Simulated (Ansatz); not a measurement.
**How settings move the G0W0 gap of LiCl (NiAs type)**

LiCl in the NiAs-type structure, relaxed with r2SCAN; one-shot G0W0 in Ansatz without spin-orbit coupling. These are computed values for a spin-unpolarised cell that may be hypothetical; none is a measurement.

```xyz
4
Lattice="3.5749 0.0000 0.0000 -1.7875 3.0960 0.0000 0.0000 0.0000 6.0241" Properties=species:S:1:pos:R:3 pbc="T T T"
Li    0.0000    0.0000    0.0000
Li    0.0000    0.0000    3.0120
Cl    0.0000    2.0640    1.5060
Cl    1.7875    1.0320    4.5181
```

Gaps are read over the mesh points alone. G0W0 values are finite-basis, finite-mesh values.
```tsv
start	potentials	frequency model	mesh	empty bands	screening cutoff (eV)	Kohn-Sham gap (eV)	G0W0 gap (eV)	rough cost
PBE	PAW	contour deformation	6×6×2	108	80	6.35	8.63	17 core-seconds
PBE	PAW	contour deformation	6×6×2	250	140	6.35	8.81	60 core-seconds
PBE	PAW	contour deformation	6×6×2	460	210	6.35	8.90	4 core-minutes
HSE06	PAW	contour deformation	6×6×2	250	140	7.75	9.43	2.6 core-minutes
LDA	PAW	contour deformation	6×6×2	250	140	6.01	8.64	60 core-seconds
r2SCAN	PAW	contour deformation	6×6×2	250	140	7.25	9.26	70 core-seconds
PBE	PAW	Godby-Needs pole	6×6×2	250	140	6.35	8.77	90 core-seconds
PBE	PAW	contour deformation	6×6×4	108	80	6.35	8.63	40 core-seconds
PBE	norm-conserving	contour deformation	6×6×2	250	140	6.35	8.81	120 core-seconds
```

G0W0 moves the gap on the mesh from 6.35 eV (PBE) to 8.90 eV (direct at Γ). Renormalisation factors Z lie between 0.80 and 0.85.

Raising bands and cutoff together moves the gap by +0.18 eV (80 to 140 eV), then +0.09 eV (140 to 210 eV); the last step is still large, so the basis limit isn't reached. Starting from HSE06 (7.75 eV against PBE's 6.35 eV) gives 9.43 eV, +0.62 eV from G0W0@PBE at the same screening cutoff. Starting from LDA (6.01 eV against PBE's 6.35 eV) gives 8.64 eV, -0.17 eV from G0W0@PBE at the same screening cutoff. Starting from r2SCAN (7.25 eV against PBE's 6.35 eV) gives 9.26 eV, +0.45 eV from G0W0@PBE at the same screening cutoff. The Godby-Needs plasmon pole differs from contour deformation by -0.04 eV. A 6×6×4 mesh in place of 6×6×2 changes the opening over PBE by 0.00 eV (the gap on the mesh by 0.00 eV). Norm-conserving potentials (wave cutoff 1034 eV against 420 eV) shift the quasiparticle gap by 0.00 eV and the PBE gap by 0.00 eV. r2SCAN runs take a wave cutoff of 500 eV.
